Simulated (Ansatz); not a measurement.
# MgO: the cost of one run

Method: DFT PBEsol, scalar-relativistic, plane waves, PAW, in Ansatz 0.2.0.

That is the level of the relaxation; later steps name their own.

1 further run of the same task is left out (set aside as unsound or not needed).

**1. The starting structure**

It takes space group P6_3mc (No. 186, hexagonal). The conventional cell has a = 3.303 Å, b = 3.303 Å, c = 5.020 Å, α = 90.00°, β = 90.00°, γ = 120.00°. Mg (site symmetry 3m) is surrounded by 4 O at 1.98 to 1.99 Å. Around O (site symmetry 3m) lie 4 Mg at 1.98 to 1.99 Å.

Structure file:

```cif
data_structure
_symmetry_space_group_name_H-M 'P 1'
_symmetry_Int_Tables_number 1
_cell_length_a 3.3028
_cell_length_b 3.3028
_cell_length_c 5.0203
_cell_angle_alpha 90.000
_cell_angle_beta 90.000
_cell_angle_gamma 120.000
_cell_volume 47.43
loop_
_atom_site_label
_atom_site_type_symbol
_atom_site_fract_x
_atom_site_fract_y
_atom_site_fract_z
_atom_site_occupancy
Mg1 Mg 0.33333 0.66667 0.00371 1
Mg2 Mg 0.66667 0.33333 0.50371 1
O1 O 0.33333 0.66667 0.40089 1
O2 O 0.66667 0.33333 0.90089 1
```

It goes back to an entry of the Materials Project, which need not be the stable form.

This cell was relaxed beforehand with the same method: volume 11.86 Å³/atom, gap on the mesh 3.36 eV.

**2. Band edges over the whole zone**

File input.yaml:

```yaml
crystal:
  lattice:
    - [3.3028386699, 0.0, 0.0]
    - [-1.651419335, 2.8603421927, 0.0]
    - [0.0, 0.0, 5.0202782649]
  atoms:
    - { symbol: Mg, position: [0.3333333333, 0.6666666667, 0.0037134796] }
    - { symbol: Mg, position: [0.6666666667, 0.3333333333, 0.5037134796] }
    - { symbol: O, position: [0.3333333333, 0.6666666667, 0.4008865204] }
    - { symbol: O, position: [0.6666666667, 0.3333333333, 0.9008865204] }
basis:
  ecutwfc: 420
kpoints:
  mp_grid: { grid: [9, 9, 6] }
  band_path: { path: [VBM, CBM], npoints: 2 }
hamiltonian:
  xc: pbesol
scf:
  occupations: { method: gaussian, width: 0.02 }
output:
  forces: true
  stress: true
  eigenvalues: true
```

Started as:

```console
$ ansatz run input.yaml --threads 2 --pin off --max-ram 5120MiB --backend cpu --events-out ev --progress --plain --runs-dir out
```

What time and memory should one allow on 2 threads of Intel Xeon at 2.10GHz (Emerald Rapids), shared host?

About 8.4 s, with a peak of 0.36 GiB.
